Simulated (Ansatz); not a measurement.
**How Ag stores the work of compression**

These are results of DFT PBEsol, scalar-relativistic, plane waves, PAW (Ansatz 0.2.0), not measurements. (420 eV cutoff, 18×18×10 k-mesh, Gaussian smearing of 0.10 eV, no spin polarisation)

The relaxed crystal:

```
CELL_PARAMETERS angstrom
2.86699 0.00000 0.00000
-1.43350 2.48289 0.00000
0.00000 0.00000 4.69083
ATOMIC_POSITIONS crystal
Ag 0.33333 0.66667 0.25000
Ag 0.66667 0.33333 0.75000
```

Cell and atoms were relaxed at each target pressure within the start's symmetry (P6_3/mmc), at zero temperature; other phases can be more stable under pressure. H = E + PV with P the target; E is the free energy at the smearing used, whose derivative the pressure is, per atom and counted from zero pressure.

| P (GPa) | V (Å³/atom) | E − E0 (meV) | H − H0 (meV) |
| --- | --- | --- | --- |
| 0 | 16.696 | 0.0 | 0.0 |
| 1 | 16.560 | 0.4 | 103.8 |
| 4 | 16.186 | 6.2 | 410.3 |
| 12 | 15.393 | 44.8 | 1197.7 |
| 25 | 14.479 | 148.2 | 2407.5 |
| 50 | 13.324 | 411.7 | 4569.9 |
| 90 | 12.170 | 904.4 | 7740.8 |

**Question.** Thermodynamics gives dH/dP = V along a relaxed path. Integrate V over P by the trapezoid rule and compare with the computed enthalpies.

**Answer.** With 1 eV/Å³ = 160.22 GPa, each step adds the mean volume times ΔP / 160.22:
| P (GPa) | ∫V dP (meV) | H − H0 (meV) | difference (meV) |
| --- | --- | --- | --- |
| 1 | 103.8 | 103.8 | 0.0 |
| 4 | 410.4 | 410.3 | 0.1 |
| 12 | 1198.7 | 1197.7 | 1.1 |
| 25 | 2410.6 | 2407.5 | 3.1 |
| 50 | 4579.8 | 4569.9 | 10.0 |
| 90 | 7762.3 | 7740.8 | 21.5 |

V(P) curves upward, so the trapezoid rule runs high; integrating a smooth curve through the same points (P as a polynomial of degree 4 in ln V) puts that excess at about 21.7 meV at 90 GPa, against the 21.5 meV found.

**Question.** At 90 GPa, how much of the enthalpy change is stored energy and how much is the PV term?

**Answer.** E rises by 904 meV/atom and PV is 90 × 12.170 / 160.22 = 6836 meV/atom, so PV makes 88 % of ΔH. So between rival structures at high pressure a small difference in volume can outweigh the difference in energy: 1 % of this volume is worth 68.4 meV/atom at this pressure.

**Question.** What bulk modulus do the lowest pressures give?

**Answer.** From the pressures that the runs reached, -1.00 GPa (16.844 Å³) and 1.00 GPa (16.560 Å³), B = −ΔP/Δln V = 2.00 / 0.0170 = 117 GPa, a mean over that range.

This form isn't the element's structure at ambient conditions.